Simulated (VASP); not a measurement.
# Ca (P6_3/mmc) in VASP: settings compared

One crystal, Ca, is run at these levels: r2SCAN, revTPSS; tasks: relaxation of cell and atoms.

Everything below comes from runs of VASP 6.6.1. Logs are shortened: lines on timing, memory, paths and dates and some standing lists are left out, and cuts for length are marked.

## 1. The crystal as given

The structure is hexagonal, space group P6_3/mmc (No. 194). The conventional cell has a = 3.980 Å, b = 3.980 Å, c = 6.520 Å, α = 90.00°, β = 90.00°, γ = 120.00°. Around Ca (site symmetry -6m2) lie 12 Ca at 3.98 to 3.99 Å.

This isn't the form of Ca at room conditions, which is fcc.

## 2. Relaxation of cell and atoms, r2SCAN

The input, INCAR:

```
PREC     = Accurate       # precision mode
ENCUT    = 600            # plane-wave cutoff, eV
EDIFF    = 1E-6           # SCF threshold, eV
ISMEAR   = 1              # smearing method
SIGMA    = 0.1            # smearing width, eV
LREAL    = F              # projectors in reciprocal space
LASPH    = T              # aspherical terms in the spheres
NELM     = 60             # most SCF steps
ALGO     = Normal         # electronic algorithm
ISIF     = 3              # what is computed and relaxed
LWAVE    = F              # write WAVECAR
LCHARG   = F              # write CHGCAR
METAGGA  = R2SCAN         # meta-GGA
LMIXTAU  = T            
IBRION   = 2              # ionic algorithm
NSW      = 60             # ionic steps
EDIFFG   = -0.01          # ionic threshold
```

The input, KPOINTS:

```
Automatic mesh
0
Gamma
  8 8 4
```

The input, POSCAR:

```
Ca
1.0
    3.9800000000      0.0000000000      0.0000000000
   -1.9900000000      3.4467811071      0.0000000000
    0.0000000000      0.0000000000      6.5200000000
Ca
2
Direct
    0.6666666667      0.3333333333      0.7500000000
    0.3333333333      0.6666666667      0.2500000000
```

Potentials or basis: VASP PAW PBE potentials, release 64 (Ca_sv).

Run with:

```
cat potpaw_PBE.64/Ca_sv/POTCAR > POTCAR
mpirun -np 1 vasp_std > vasp.out
```

OUTCAR:

```text
PREC = Accurate
   ENCUT = 600
   EDIFF = 1E-6
   ISMEAR = 1
   LREAL = F
   LASPH = T
   NELM = 60
   ISIF = 3
   METAGGA = R2SCAN
   IBRION = 2
   NSW = 60
   EDIFFG = -0.01

 ion  position               nearest neighbor table
   1  0.667  0.333  0.750-
   2  0.333  0.667  0.250-

  LATTYP: Found a hexagonal cell.
 ALAT       =     3.9800000000
 C/A-ratio  =     1.6381909548

  Lattice vectors:

 A1 = (   3.9800000000,   0.0000000000,   0.0000000000)
 A2 = (  -1.9900000000,   3.4467811071,   0.0000000000)
 A3 = (   0.0000000000,   0.0000000000,   6.5200000000)

Analysis of symmetry for initial positions (statically):
=====================================================================
 Subroutine PRICEL returns:
 Original cell was already a primitive cell.

 Routine SETGRP: Setting up the symmetry group for a
 hexagonal supercell.

 Subroutine GETGRP returns: Found 24 space group operations
 (whereof 12 operations were pure point group operations)
 out of a pool of 24 trial point group operations.

The static configuration has the point symmetry D_3d.
 The point group associated with its full space group is D_6h.

Analysis of symmetry for dynamics (positions and initial velocities):
=====================================================================
 Subroutine PRICEL returns:
 Original cell was already a primitive cell.

 Routine SETGRP: Setting up the symmetry group for a
 hexagonal supercell.

 Subroutine GETGRP returns: Found 24 space group operations
 (whereof 12 operations were pure point group operations)
 out of a pool of 24 trial point group operations.

The dynamic configuration has the point symmetry D_3d.
 The point group associated with its full space group is D_6h.

 Subroutine INISYM returns: Found 24 space group operations
 (whereof 12 operations are pure point group operations),
 and found     1 'primitive' translations

----------------------------------------------------------------------------------------

                                     Primitive cell

  volume of cell :      89.4426

  direct lattice vectors                    reciprocal lattice vectors
     3.980000000  0.000000000  0.000000000     0.251256281  0.145062882  0.000000000
    -1.990000000  3.446781107  0.000000000     0.000000000  0.290125763  0.000000000
     0.000000000  0.000000000  6.520000000     0.000000000  0.000000000  0.153374233

  length of vectors
     3.980000000  3.980000000  6.520000000     0.290125763  0.290125763  0.153374233

  position of ions in fractional coordinates (direct lattice)
     0.666666667  0.333333333  0.750000000
     0.333333333  0.666666667  0.250000000

  ion indices of the primitive-cell ions
   primitive index   ion index
                 1           1
                 2           2

----------------------------------------------------------------------------------------

 KPOINTS: Automatic mesh

Automatic generation of k-mesh.
 Grid dimensions read from file:
 generate k-points for:    8    8    4

 Generating k-lattice:

  Cartesian coordinates                     Fractional coordinates (reciprocal lattice)
     0.031407035  0.018132860  0.000000000     0.125000000  0.000000000  0.000000000
     0.000000000  0.036265720  0.000000000     0.000000000  0.125000000  0.000000000
     0.000000000  0.000000000  0.038343558     0.000000000  0.000000000  0.250000000

  Length of vectors
     0.036265720  0.036265720  0.038343558

  Shift w.r.t. Gamma in fractional coordinates (k-lattice)
     0.000000000  0.000000000  0.000000000

 Subroutine IBZKPT returns following result:
 ===========================================

 Found     30 irreducible k-points:

 Following reciprocal coordinates:
            Coordinates               Weight
  0.000000  0.000000  0.000000      1.000000
  0.125000 -0.000000  0.000000      6.000000
  0.250000 -0.000000  0.000000      6.000000
  0.375000  0.000000  0.000000      6.000000
  0.500000 -0.000000  0.000000      3.000000
  0.125000  0.125000  0.000000      6.000000
[... 16 lines left out ...]
  0.250000 -0.000000  0.500000      6.000000
  0.375000  0.000000  0.500000      6.000000
 [... further k-points ...]
   k-points           NKPTS =     30   k-points in BZ     NKDIM =     30   number of bands    NBANDS=     14
   number of dos      NEDOS =    301   number of ions     NIONS =      2
   total plane-waves  NPLWV =  55296
   dimension x,y,z NGX =    32 NGY =   32 NGZ =   54
   dimension x,y,z NGXF=    64 NGYF=   64 NGZF=  108
   ions per type =               2
   NGX,Y,Z   is equivalent  to a cutoff of  13.37, 13.37, 13.77 a.u.
   NGXF,Y,Z  is equivalent  to a cutoff of  26.73, 26.73, 27.54 a.u.
 SYSTEM =  unknown system
   PREC   = accura    normal or accurate (medium, high low for compatibility)
   ISTART =      0    job   : 0-new  1-cont  2-samecut
   ICHARG =      2    charge: 1-file 2-atom 10-const
   ISPIN  =      1    spin polarized calculation?
   LNONCOLLINEAR =      F non collinear calculations
   LSORBIT =      F    spin-orbit coupling
   LASPH  =      T    aspherical Exc in radial PAW
   ENCUT  =  600.0 eV  44.10 Ry    6.64 a.u.   7.95  7.95 13.02*2*pi/ulx,y,z
   NELM   =     60;   NELMIN=  2; NELMDL= -5     # of ELM steps
   EDIFF  = 0.1E-05   stopping-criterion for ELM
   LREAL  =      F    real-space projection
   EDIFFG = -.1E-01   stopping-criterion for IOM
   NSW    =     60    number of steps for IOM
   IBRION =      2    ionic relax: 0-MD 1-quasi-New 2-CG
   NFREE  =      1    steps in history (QN), initial steepest desc. (CG)
   ISIF   =      3    stress and relaxation
   ISYM   =      2    0-nonsym 1-usesym 2-fastsym
   POTIM  = 0.5000    time-step for ionic-motion
   TEBEG  =    0.0;   TEEND  =   0.0 temperature during run
   PSTRESS=    0.0 pullay stress
   NELECT =      20.0000    total number of electrons
   NUPDOWN=      -1.0000    fix difference up-down
   EMIN   =  10.00;   EMAX   =-10.00  energy-range for DOS
   EFERMI =   0.00;   METHOD = LEGACY
   ISMEAR =     1;   SIGMA  =   0.10  broadening in eV -4-tet -1-fermi 0-gaus
   EFERMI_NEDOS =   21; number of points for ismear=-14 and -15
   IALGO  =     38    algorithm
   IMIX   =      4    mixing-type and parameters
     AMIX     =   0.40;   BMIX     =  1.00
     AMIX_MAG =   1.60;   BMIX_MAG =  1.00
  volume/ion in A,a.u.               =      44.72       301.79
  Fermi-wavevector in a.u.,A,eV,Ry     =   0.993657  1.877740 13.433783  0.987355
  Thomas-Fermi vector in A             =   2.125555
   LORBIT       =      0    0 simple, 1 ext, 2 COOP (PROOUT), +10 PAW based schemes
   METAGGA = R2SCAN    functional components
   LHFCALC =     F    Hartree Fock is set to
   AEXX    =    0.0000 exact exchange contribution
   IVDW    =     0    specifies the selected vdW correction
   LEPSILON=     F    determine dielectric tensor
   LRPA    =     F    only Hartree local field effects (RPA)
 conjugate gradient relaxation of ions
 non-spin polarized calculation
 Methfessel and Paxton  Order N= 1 SIGMA  =   0.10
  energy-cutoff  :      600.00
  volume of cell :       89.44
 maximum number of plane-waves:      3016
 NGX is ok and might be reduce to    32
   NGX = 15   NGY = 15   NGZ = 27

--------------------------------------- Ionic step        1  -------------------------------------------

 number of electron      20.0000003 magnetization

 Free energy of the ion-electron system (eV)
  ---------------------------------------------------
  ext. energy  EPLUGINS =         0.00000000
  ---------------------------------------------------
  free energy    TOTEN  =       -14.05432084 eV

  energy without entropy =      -14.05456437  energy(sigma->0) =      -14.05440202

------------------------ aborting loop because EDIFF is reached ----------------------------------------

  FORCE on cell =-STRESS in cart. coord.  units (eV):
  Direction    XX          YY          ZZ          XY          YZ          ZX
  --------------------------------------------------------------------------------------
  -------------------------------------------------------------------------------------
  Total       -0.3357298     -0.3357298     -0.1733451      0.0000000     -0.0000000      0.0000000
  in kB       -6.0138983     -6.0138983     -3.1051160      0.0000000     -0.0000000      0.0000000
  external PRESSURE =      -5.0443042 kB  Pullay stress =       0.0000000 kB
[... 129 lines left out ...]
  energy  without entropy=      -14.0586236665  energy(sigma->0) =      -14.05841887

--------------------------------------- Ionic step        5  -------------------------------------------

 number of electron      20.0000001 magnetization

 Free energy of the ion-electron system (eV)
  ---------------------------------------------------
  ext. energy  EPLUGINS =         0.00000000
  ---------------------------------------------------
  free energy    TOTEN  =       -14.05841065 eV

  energy without entropy =      -14.05864749  energy(sigma->0) =      -14.05848960

 E-fermi :   1.9234     XC(G=0):  -8.1273

 val. band max:        1.8712138872   @ k =   0.3750   0.2500   0.5000
 cond. band min:       1.9402508320   @ k =   0.2500   0.1250   0.0000
 fundamental gap:      0.0690369448
 Fermi energy:         1.9234125650

 k-point     1 :       0.0000    0.0000    0.0000
  band No.  band energies     occupation
      1     -41.9491      2.00000
      2     -41.9371      2.00000
      3     -22.1036      2.00000
      4     -22.0014      2.00000
      5     -22.0013      2.00000
      6     -21.9843      2.00000
      7     -21.9843      2.00000
      8     -21.9750      2.00000
      9      -2.3605      2.00000
     10       0.9021      2.00000
     11       1.5277      2.00000
     12       4.4847      0.00000
     13       4.5332      0.00000
     14       4.5333      0.00000
[... 375 lines left out ...]
 k-point    24 :       0.3750    0.0000    0.5000
  band No.  band energies     occupation
      1     -41.9355      2.00000
      2     -41.9355      2.00000
      3     -22.0966      2.00000
      4     -22.0966      2.00000
      5     -22.0141      2.00000
      6     -22.0141      2.00000
      7     -22.0122      2.00000
      8     -22.0122      2.00000
      9       0.4912      2.00000
     10       0.4912      2.00000
     11       2.6285     -0.00000
     12       2.6285     -0.00000
     13       3.6651     -0.00000
     14       3.6651     -0.00000

 [... further k-points ...]

------------------------ aborting loop because EDIFF is reached ----------------------------------------

  FORCE on cell =-STRESS in cart. coord.  units (eV):
  Direction    XX          YY          ZZ          XY          YZ          ZX
  --------------------------------------------------------------------------------------
  -------------------------------------------------------------------------------------
  Total       -0.0121637     -0.0121637      0.0111876      0.0000000     -0.0000000      0.0000000
  in kB       -0.2242514     -0.2242514      0.2062561      0.0000000     -0.0000000      0.0000000
  external PRESSURE =      -0.0807489 kB  Pullay stress =       0.0000000 kB
[... 17 lines left out ...]
  FREE ENERGIE OF THE ION-ELECTRON SYSTEM (eV)
  ---------------------------------------------------
  free  energy   TOTEN  =       -14.0584106537 eV

  energy  without entropy=      -14.0586474869  energy(sigma->0) =      -14.05848960

 reached required accuracy - stopping structural energy minimisation
```

It took 6.9 min on 1 thread of Intel Xeon Platinum 8488C (Sapphire Rapids), shared host; peak memory 0.27 GiB.

Results:

- Free energy: -14.0584 eV
- Relaxed volume: 43.45 Å³/atom
- Relaxed cell: a = 3.932 Å, b = 3.932 Å, c = 6.491 Å, α = 90.00°, β = 90.00°, γ = 120.00°
- Space group after relaxing (to 0.05 Å): P6_3/mmc (No. 194)
- Energy gained by relaxing: 2.0 meV/atom
- Ionic steps: 5
- Pressure after relaxing: 0.0 GPa
- Band gap on the k mesh: none (metal or under the smearing width)

Step by step:
```tsv
step	energy change (eV)	largest force (eV/Å)	pressure (GPa)	volume (Å³)
1	0.0000	0.0000	-0.50	89.44
2	-0.0037	0.0000	-0.13	87.63
3	-0.0040	0.0000	0.01	86.93
4	-0.0040	0.0000	0.02	86.87
5	-0.0041	0.0000	-0.01	86.90
```

Final structure:
```xyz
2
Lattice="3.9319 0.0000 0.0000 -1.9660 3.4052 0.0000 0.0000 0.0000 6.4908" Properties=species:S:1:pos:R:3 pbc="T T T"
Ca    1.9660    1.1351    4.8681
Ca    0.0000    2.2701    1.6227
```

Levels at points of the mesh, in eV from the Fermi level:
| k point | band 8 | band 9 | band 10 | band 11 | band 12 | band 13 |
| --- | --- | --- | --- | --- | --- | --- |
| (0.00, 0.00, 0.00) | -23.90 | -4.28 | -1.02 | -0.40 | 2.56 | 2.61 |
| (0.50, 0.00, 0.00) | -23.93 | -1.12 | -0.80 | 0.31 | 0.52 | 1.49 |
| (0.00, 0.00, 0.50) | -23.92 | -3.24 | -3.24 | 1.57 | 1.57 | 2.61 |
| (0.50, 0.00, 0.50) | -23.93 | -0.63 | -0.63 | 0.02 | 0.02 | 1.67 |

Caveat: the PAW data sets were made with another functional, which shifts forces and pressure a little.

## 3. Relaxation of cell and atoms, revTPSS

The input, INCAR:

```
SYSTEM = Ca
  PREC = Accurate
  ENCUT = 600
  EDIFF = 1E-6
  ISMEAR = 1
  SIGMA = 0.1
  LREAL = .False.
  LASPH = .True.
  NELM = 100
  ALGO = Normal
  ISIF = 3
  LWAVE = .False.
  LCHARG = .False.
  METAGGA = RTPSS
  LMIXTAU = .True.
  IBRION = 2
  NSW = 40
  EDIFFG = -0.01
```

The input, KPOINTS:

```
Automatic mesh
0
Gamma
  8 8 4
  0 0 0
```

POSCAR is that of step 2.

Potentials or basis: VASP PAW PBE potentials, release 64 (Ca_sv).

Run with:

```
cat potpaw_PBE.64/Ca_sv/POTCAR > POTCAR
mpirun -np 1 vasp_std > vasp.out
```

It took 11 min on 1 thread of Intel Xeon Platinum 8488C (Sapphire Rapids), shared host; peak memory 0.27 GiB.

The run converged. Its results:

| Quantity | Value |
| --- | --- |
| Free energy | -4.6938 eV |
| Relaxed volume | 42.27 Å³/atom |
| Relaxed cell | a = 3.892 Å, b = 3.892 Å, c = 6.443 Å, α = 90.00°, β = 90.00°, γ = 120.00° |
| Space group after relaxing (to 0.05 Å) | P6_3/mmc (No. 194) |
| Energy gained by relaxing | 7.0 meV/atom |
| Ionic steps | 7 |
| Pressure after relaxing | 0.0 GPa |
| Band gap on the k mesh | none (metal or under the smearing width) |

The path:
```tsv
step	energy change (eV)	largest force (eV/Å)	pressure (GPa)	volume (Å³)
1	0.0000	0.0000	-0.84	89.44
2	-0.0117	0.0000	-0.35	86.46
3	-0.0138	0.0000	-0.03	84.83
4	-0.0138	0.0000	0.01	84.60
5	-0.0138	0.0000	0.03	84.51
6	-0.0140	0.0000	0.02	84.53
7	-0.0140	0.0000	0.02	84.53
```

Final structure:
```cif
data_structure
_symmetry_space_group_name_H-M 'P 1'
_symmetry_Int_Tables_number 1
_cell_length_a 3.8922
_cell_length_b 3.8922
_cell_length_c 6.4434
_cell_angle_alpha 90.000
_cell_angle_beta 90.000
_cell_angle_gamma 120.000
_cell_volume 84.53
loop_
_atom_site_label
_atom_site_type_symbol
_atom_site_fract_x
_atom_site_fract_y
_atom_site_fract_z
_atom_site_occupancy
Ca1 Ca 0.66667 0.33333 0.75000 1
Ca2 Ca 0.33333 0.66667 0.25000 1
```

Levels at points of the mesh, in eV from the Fermi level:
| k point | band 7 | band 8 | band 9 | band 10 | band 11 | band 12 | band 13 | band 14 |
| --- | --- | --- | --- | --- | --- | --- | --- | --- |
| (0.00, 0.00, 0.00) | -23.28 | -23.26 | -4.05 | -1.03 | -0.32 | 2.39 | 2.46 | 2.46 |
| (0.50, 0.00, 0.00) | -23.30 | -23.29 | -1.08 | -0.71 | 0.24 | 0.43 | 1.40 | 1.97 |
| (0.00, 0.00, 0.50) | -23.28 | -23.28 | -3.06 | -3.06 | 1.44 | 1.44 | 2.46 | 2.46 |
| (0.50, 0.00, 0.50) | -23.30 | -23.30 | -0.65 | -0.65 | 0.07 | 0.07 | 1.54 | 1.54 |

Caveat: the PAW data sets were made with another functional, which shifts forces and pressure a little.
